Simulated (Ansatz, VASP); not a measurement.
## TiC in VASP and in Ansatz

File INCAR:

```
SYSTEM = TiC
ALGO = Normal
EDIFF = 1E-7
ENCUT = 520
GGA = PE
ISIF = 2
ISMEAR = 0
LASPH = .TRUE.
LCHARG = .FALSE.
LREAL = .FALSE.
LWAVE = .FALSE.
NBANDS = 15
NELM = 80
PREC = Accurate
SIGMA = 0.15
```

Contents of KPOINTS:

```
k-points
0
G
  18 18 18
  0 0 0
```

File POSCAR:

```
TiC
1.0
    0.0000000000      2.1640000000      2.1640000000
    2.1640000000      0.0000000000      2.1640000000
    2.1640000000      2.1640000000      0.0000000000
Ti C
1 1
Direct
    0.0000000000      0.0000000000      0.0000000000
    0.4537892791      0.4537892791      0.4808588927
```

Input for Ansatz:

```yaml
crystal:
  lattice:
    - [0.0, 2.164, 2.164]
    - [2.164, 0.0, 2.164]
    - [2.164, 2.164, 0.0]
  atoms:
    - { symbol: Ti, position: [0.0, 0.0, 0.0] }
    - { symbol: C, position: [0.4537892791, 0.4537892791, 0.4808588927] }
basis:
  ecutwfc: 420
kpoints:
  mp_grid: { grid: [18, 18, 18] }
hamiltonian:
  xc: pbe
scf:
  occupations: { method: gaussian, width: 0.15 }
output:
  forces: true
  stress: true
  eigenvalues: true
```

Alike in both runs: task single point; functional PBE; k mesh 18 × 18 × 18; occupations gaussian, width 0.15 eV; no spin polarisation.

```csv
,VASP,Ansatz
version,VASP 6.6.1,Ansatz 0.2.0
potentials or method,"VASP PAW PBE potentials, release 64 (Ti_sv, C)","scalar-relativistic, plane waves, PAW"
plane-wave cutoff (eV),520,420
valence electrons in the cell,16,16
```

```tsv
	VASP	Ansatz	Ansatz less VASP
gap on the k mesh at the Fermi level (eV)	0.20	0.20	+0.001
least direct gap on the mesh (eV)	0.56	0.57	+0.003
pressure (GPa)	10.2	10.0	-0.19
largest component of the traceless stress (GPa)	4.50	4.45	-0.046
rms of the force components (eV/Å)	1.349	1.342	-0.0070
```

Atom by atom the forces differ by 0.007 eV/Å (rms over components).

Caveats: forces of over 1 eV/Å show positions far from the minimum, so gaps and moduli don't describe the material at rest.
